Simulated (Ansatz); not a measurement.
# Band edges of ZrO2 (Fm-3m)

```yaml
crystal:
  lattice:
    - [0.00000, 2.53213, 2.53213]
    - [2.53213, 0.00000, 2.53213]
    - [2.53213, 2.53213, 0.00000]
  atoms:
    - { symbol: Zr, position: [0.00000, 0.00000, 0.00000] }
    - { symbol: O, position: [0.25000, 0.25000, 0.25000] }
    - { symbol: O, position: [0.75000, 0.75000, 0.75000] }
```

Level of theory, where no other is named: PBEsol, all-electron LAPW in Ansatz 0.2.0, scalar-relativistic. k mesh 8×8×8, fixed occupations, basis error target 1 meV/atom. The cell was relaxed by PAW under this functional.

Extrema are searched on a 12×12×12 mesh and refined by Newton steps; masses come from band slopes 0.005 Å⁻¹ away, 1/m* = (1/ħ²) d²E/dk², negative for holes (the finite step makes the lightest masses up to about 3 % heavy). k is in units of the reciprocal vectors.

(1) Where are the band edges, and is the gap direct?

(2) Several bands lie at or near the electron edge, or its surface isn't an ellipsoid. What are the masses by direction?

(3) What are the hole masses at the edge?

(4) Along the Cartesian direction 11-2 the conduction slope is 0.035 eV·Å one step out. What is it four steps out, and what does that say?

(5) What electronic dielectric constant and refractive index follow from the same bands (independent particles)?

(6) What gap does PAW give in the same cell?

(7) Cells strained by ±0.5 % (all lengths, zz alone, equal engineering shears γ in yz, zx, xy; ions relaxed) give deformation potentials. How do the edge levels move, in eV per unit strain against the centre of the top valence set?

## Answers

(1) The valence maximum lies at X (0.000, -0.500, -0.500) and the conduction minimum at Gamma (0.000, 0.000, 0.000), so the Kohn-Sham gap of 3.327 eV is indirect; the least direct gap on the mesh is 3.761 eV. A further conduction extremum at X (0.000, -0.500, -0.500) lies 0.434 eV from the edge (3 equivalent points). A further conduction extremum at (0.000, 0.247, -0.247) lies 0.462 eV from the edge (12 equivalent points).

(2) 

```tsv
direction	branch from the edge	its level at the point (eV from the edge)	m*/mₑ
100	1	0.000	1.99
100	2	0.000	0.461
110	1	0.000	1.09
110	2	0.000	0.571
111	1	0.000	0.749
111	2	0.000	0.749
11-2	1	0.000	1.09
11-2	2	0.000	0.571
```

(3) The principal masses are 0.273, 3.09, 3.09 mₑ. One valley has a density-of-states mass (m₁m₂m₃)^(1/3) = 1.38; 3 valleys give N^(2/3) times that, 2.86; the direction-averaged conductivity mass 3/Σ(1/mᵢ) is 0.696 mₑ.

(4) 0.1398 eV·Å, 3.994 times the first; a parabola would give 4, so the band is nearly parabolic here.

(5) ε∞ = (5.99, 5.99, 5.99), so n ≈ √ε∞ = 2.45 (mean over directions) well under the gap and the normal reflectivity is ((n − 1)/(n + 1))² = 0.176. Local fields, left out here, lower ε∞ by several per cent.

(6) 3.328 eV, 1 meV from the LAPW value.

(7) 

| point | k | side | bands | level (eV) | d/dlnV | d/dε_zz | d/dγ | split/ε_zz | split/γ |
| --- | --- | --- | --- | --- | --- | --- | --- | --- | --- |
| Gamma | 0.00 0.00 0.00 | valence | 3 | -0.546 | 0.37 | -3.29 | 0.00* | 13.01 | 3.36 |
| Gamma | 0.00 0.00 0.00 | conduction | 2 | 3.327 | -2.60 | -6.26 | 0.00* | 9.73 | 0.00 |
| X | 0.00 -0.50 -0.50 | valence | 1 | 0.000 | 0.00 | 0.00 | 0.00* | – | – |
| X | 0.00 -0.50 -0.50 | conduction | 1 | 3.761 | -3.48 | -6.60 | 0.00* | – | – |
| X | -0.50 -0.50 0.00 | valence | 1 | 0.000 | 0.00 | -10.98 | 0.00* | – | – |
| X | -0.50 -0.50 0.00 | conduction | 1 | 3.761 | -3.48 | -8.24 | 0.00* | – | – |
| general | 0.00 -0.25 0.25 | valence | 1 | -0.595 | -0.23 | -0.44 | -1.58 | – | – |
| general | 0.00 -0.25 0.25 | conduction | 1 | 3.789 | -3.26 | -9.60 | 3.98 | – | – |
| general | -0.25 0.25 0.00 | valence | 1 | -0.595 | -0.23 | -10.77 | -1.58 | – | – |
| general | -0.25 0.25 0.00 | conduction | 1 | 3.789 | -3.26 | -1.57 | 3.98 | – | – |
| general | -0.25 -0.49 -0.25 | valence | 1 | -0.595 | -0.23 | -0.44 | 1.58 | – | – |
| general | -0.25 -0.49 -0.25 | conduction | 1 | 3.789 | -3.26 | -9.60 | -3.98 | – | – |
| general | -0.25 -0.25 -0.49 | valence | 1 | -0.595 | -0.23 | -10.77 | 1.58 | – | – |
| general | -0.25 -0.25 -0.49 | conduction | 1 | 3.789 | -3.26 | -1.57 | -3.98 | – | – |
| L | -0.50 0.00 0.00 | valence | 2 | -1.672 | 0.78 | -2.88 | 0.39 | 0.49 | 9.40 |
| L | -0.50 0.00 0.00 | conduction | 2 | 4.003 | -3.84 | -7.50 | 0.92 | 3.93 | 10.85 |
| L | -0.50 -0.50 -0.50 | valence | 2 | -1.672 | 0.78 | -2.88 | -1.18 | 0.49 | 0.00 |
| L | -0.50 -0.50 -0.50 | conduction | 2 | 4.003 | -3.84 | -7.50 | -2.75 | 3.93 | 0.00 |

Sets with another level within 0.15 eV are left out, since it mixes in under strain; the reference set stays in any case. Entries marked * vanish by symmetry to first order; what they show is the residue of the finite step. These cells use a basis error target of 0.5 meV/atom.

Known limits: no spin-orbit coupling on heavy atoms; semilocal gaps are low, and what follows the gap (onsets, screening, light masses) shifts with it; this form is stable only when hot or under pressure; cold crystals distort or take another structure; the frozen-core PAW files of the compared runs were fitted under PBE, their cores solved anew for this functional.
